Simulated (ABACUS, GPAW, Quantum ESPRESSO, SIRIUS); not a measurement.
The net moment per atom of Ni, sorted by core time

The structure is cubic, space group Fm-3m (No. 225). Conventional cell: a = 3.475 Å, b = 3.475 Å, c = 3.475 Å, α = 90.00°, β = 90.00°, γ = 90.00°. Around Ni (site symmetry m-3m) lie 12 Ni at 2.46 Å.

| rung | level | program and potentials | cutoff (eV) | k mesh | smearing | task | core time | chip | net moment per atom (μB) | notes |
| --- | --- | --- | --- | --- | --- | --- | --- | --- | --- | --- |
| GGA | PBE | Quantum ESPRESSO, Ansatz NC SR PBE | 1401 | 4 × 4 × 4 | fermi-dirac 0.05 | single point | 4.7 s | Arm Neoverse V2 | 0.59 | coarse mesh; 18 valence electrons an atom on average |
| non-local van der Waals functional | vdW-DF | GPAW, GPAW PAW data sets (gpaw-data 1.2.1) | 600 | 11 × 11 × 11 | fermi-dirac 0.05 | band structure | 26 s | Arm Neoverse V1 | 0.57 | potentials made for PBE; 16 valence electrons an atom on average |
| GGA | PBE | SIRIUS, PseudoDojo 0.4.1 PBE standard (scalar relativistic) | 1333 | 13 × 13 × 13 | fermi-dirac 0.05 | single point | 34 s | Intel Xeon Platinum 8488C Sapphire Rapids | 0.63 | 18 valence electrons an atom on average |
| LDA | LDA | ABACUS, PseudoDojo NC SR 0.4.1 LDA standard, plane waves | 1333 | 10 × 10 × 10 | fermi-dirac 0.05 | single point | 50 s | Intel Xeon Platinum 8488C Sapphire Rapids | 0.69 | 18 valence electrons an atom on average |
| GGA | HCTH407 | ABACUS, PseudoDojo NC SR 0.5 PBE stringent, plane waves | 1429 | 10 × 10 × 10 | fermi-dirac 0.05 | single point | 94 s | AMD EPYC 7R43 Zen 3 | 0.71 | potentials made for PBE; 18 valence electrons an atom on average |

Times are single runs on shared hosts and different chips, so they are rough; meshes, cutoffs and the tasks' sizes weigh on the time. All rows: collinear spin, ferromagnetic start. Smearing widths are in eV. The cell comes from a database and isn't always the measured one. For a metal such meshes aren't converged. Meshes differ between rows, which moves values too. Meshes are those of the run's cell of 1 atom unless a note names another. A magnetic state is the one that its parallel start led to; the crystal's real order can differ. Runs on faulty files, with rough fits or with known faults for this quantity aren't shown. No row holds spin-orbit coupling.

By rung: LDA 0.69; GGA 0.63 to 0.71; non-local van der Waals functional 0.57; GGA on coarse meshes 0.59 (μB).
